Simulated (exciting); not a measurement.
Input of an exciting (release sodium) run:

The input input.xml:

```xml
<input>
  <title>P</title>
  <structure speciespath="./" tshift="false">
    <crystal scale="1.88972612463">
      <basevect>1.725725178000 0.996347896100 3.129680012100</basevect>
      <basevect>-1.725725178000 0.996347896100 3.129680012100</basevect>
      <basevect>0.000000000000 -1.992695792100 3.129680012100</basevect>
    </crystal>
    <species speciesfile="P.xml" rmt="2">
      <atom coord="0.772919750000 0.772919750000 0.772919750000"/>
      <atom coord="0.227080250000 0.227080250000 0.227080250000"/>
    </species>
  </structure>
  <groundstate do="fromscratch" ngridk="9 9 9" rgkmax="6.5" gmaxvr="14" lmaxapw="10" lmaxmat="10" lmaxvr="8" xctype="GGA_PBE_SOL" stype="Gaussian" swidth="0.00499791" nempty="28" ValenceRelativity="iora*" epsengy="1e-05" epspot="1e-05" maxscl="60" outputlevel="high" vkloff="0.5 0.5 0.5"/>
  <properties>
    <TSvdW/>
    <momentummatrix/>
    <dielmat intraband="false" wmax="1" wgrid="200" swidth="0.02" tevout="true">
      <epscomp>1 1</epscomp>
      <epscomp>2 2</epscomp>
      <epscomp>3 3</epscomp>
    </dielmat>
  </properties>
</input>
```

Potentials or basis: all-electron LAPW+lo, shipped species files, valence relativity iora*.

Launch:

```console
$ OMP_NUM_THREADS=1 exciting_smp
```

What does it give for the dispersion energy per atom?

-0.218 eV.

Estimate the density of states at the Fermi level.

0.38 states/eV per cell.

Dielectric function (mean over the directions given):
| energy (eV) | real part | imaginary part |
| --- | --- | --- |
| 0.27 | 38.79 | 6.03 |
| 0.68 | 36.10 | 13.55 |
| 1.22 | 27.66 | 20.85 |
| 1.77 | 21.64 | 26.18 |
| 2.18 | 12.76 | 27.34 |
| 2.72 | 6.70 | 24.28 |
| 3.27 | 0.82 | 21.80 |
| 3.67 | -1.59 | 18.25 |
| 4.22 | -2.18 | 15.18 |
| 4.76 | -3.24 | 13.36 |
| 5.17 | -3.92 | 12.29 |
| 5.71 | -5.74 | 10.48 |
| 6.26 | -5.97 | 7.31 |
| 6.80 | -5.15 | 5.53 |
| 7.21 | -4.59 | 4.65 |
| 7.76 | -3.97 | 3.76 |
| 8.30 | -3.42 | 3.19 |
| 8.71 | -3.15 | 2.89 |
| 9.25 | -2.87 | 2.42 |
| 9.80 | -2.58 | 2.02 |
| 10.20 | -2.33 | 1.76 |
| 10.75 | -2.05 | 1.53 |
| 11.29 | -1.84 | 1.31 |
| 11.70 | -1.67 | 1.13 |
| 12.25 | -1.42 | 0.98 |
| 12.79 | -1.25 | 0.87 |
| 13.33 | -1.10 | 0.75 |
| 13.74 | -0.98 | 0.66 |
| 14.29 | -0.82 | 0.59 |
| 14.83 | -0.70 | 0.53 |
| 15.24 | -0.62 | 0.49 |
| 15.78 | -0.52 | 0.42 |
| 16.33 | -0.41 | 0.38 |
| 16.73 | -0.34 | 0.36 |
| 17.28 | -0.28 | 0.33 |
| 17.82 | -0.21 | 0.29 |
| 18.23 | -0.15 | 0.26 |
| 18.78 | -0.09 | 0.23 |
| 19.32 | -0.02 | 0.20 |
| 19.86 | 0.03 | 0.19 |

Caveat: the log's total energy holds no entropy term; the free energy is that total less TS from the occupations; the dispersion energy is computed afterwards and isn't part of the total energy; the intraband (Drude) term of the metal is left out; spectra need much finer meshes, so this one isn't converged; independent-particle spectra lack excitons.
